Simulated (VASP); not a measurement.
Wanted: the native input for a VASP 6.6.1 run.

```
Task                   : relaxation of cell and atoms
Functional             : r2SCAN
Dispersion             : rVV10
Potentials or basis    : VASP PAW PBE potentials, release 64 (Al, N)
Cutoff                 : 600 eV
k mesh                 : 9 × 9 × 6
Occupations            : gaussian, width 0.02 eV
Spin                   : no spin polarisation
Further INCAR settings : ALGO = Normal; EDIFF = 1e-07; IBRION = 2; EDIFFG = -0.005; NSW = 90; ISIF = 3
```

The structure of AlN lies in POSCAR:

```
AlN
1.0
    3.3121157400      0.0000000000      0.0000000000
   -1.6560578700      2.8683763700      0.0000000000
    0.0000000000      0.0000000000      4.1875630000
Al N
2 2
Direct
    0.3333333300      0.6666666700      0.7500000000
    0.6666666700      0.3333333300      0.2500000000
    0.3333333300      0.6666666700      0.2500000000
    0.6666666700      0.3333333300      0.7500000000
```

Measurements of this composition are mostly on another form, of space group No. 186.

These files were run (other wordings do the same):

INCAR

```
SYSTEM = AlN
PREC = Accurate ; ENCUT = 600
EDIFF = 1E-7 ; ISMEAR = 0
SIGMA = 0.02 ; LREAL = .FALSE.
LASPH = .TRUE. ; NELM = 80
ALGO = Normal ; ISIF = 3
LWAVE = .FALSE. ; LCHARG = .FALSE.
METAGGA = R2SCAN ; LMIXTAU = .TRUE.
LUSE_VDW = .TRUE. ; IVDW_NL = 2
BPARAM = 11.95 ; CPARAM = 0.0093
IBRION = 2 ; NSW = 90
EDIFFG = -0.005
```

KPOINTS

```
regular mesh
0
G
  9 9 6
  0 0 0
```

Potentials or basis: VASP PAW PBE potentials, release 64 (Al, N).

Run with:

```sh
$ cat potpaw_PBE.64/Al/POTCAR potpaw_PBE.64/N/POTCAR > POTCAR
$ mpirun -np 1 vasp_std > vasp.out
```

It gave:

```
Relaxed volume                         : 9.66 Å³/atom
Relaxed cell                           : a = 3.289 Å, b = 3.289 Å, c = 4.124 Å, α = 90.00°, β = 90.00°, γ = 120.00°
Space group after relaxing (to 0.05 Å) : P6_3/mmc (No. 194)
Energy gained by relaxing              : 5.9 meV/atom
Ionic steps                            : 6
Pressure after relaxing                : 0.0 GPa
Band gap on the k mesh                 : 4.06 eV, direct
```

Caveat: the PAW data sets were made with another functional, which shifts forces and pressure a little.

Run time: 10 min on 1 thread of Intel(R) Xeon(R) Platinum 8488C (Sapphire Rapids), with other jobs on the host, peak memory 0.3 GiB.
